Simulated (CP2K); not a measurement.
ZrS2:

```
CELL_PARAMETERS angstrom
3.69138 0.00000 0.00000
-1.84569 3.19683 0.00000
0.00000 0.00000 6.04108
ATOMIC_POSITIONS crystal
Zr 0.00000 0.00000 0.00000
S 0.33333 0.66667 0.23791
S 0.66667 0.33333 0.76209
```

The cell is a database's computed one.

Base run:

| Quantity | Value |
| --- | --- |
| Program | CP2K 2026.2 |
| Functional | PBE |
| Potentials or basis | GTH_POTENTIALS Zr GTH-PBE-q12, S GTH-PBE-q6; DZVP-MOLOPT-SR-GTH basis |
| Density cutoff | 6123 eV |
| k mesh | 6 × 6 × 4 |
| Occupations | fermi-dirac, width 0.05 eV |
| Spin | no spin polarisation |
| Hubbard terms | Zr d U = 4.0 eV |

Its results: band gap on the k mesh 1.78 eV, indirect (least direct gap 2.14 eV); largest force 0.027 eV/Å.

**Question.** After a change of settings the same cell gave: band gap on the k mesh 2.57 eV, indirect (least direct gap 2.87 eV); largest force 0.026 eV/Å. Which change was it?
A. hubbard terms from Zr d U = 4.0 eV to Zr d U = 2.0 eV
B. hubbard terms from Zr d U = 4.0 eV to none
C. hubbard terms from Zr d U = 4.0 eV to Zr d U = 8.0 eV

**Answer.** C.

Caveats: this program's U acts on Mulliken populations of all basis functions of the shell, so it isn't the U of plane-wave codes; energies scatter by some meV and the pressure isn't listed; the basis of atomic orbitals isn't converged, which shifts pressures, moduli and gaps.
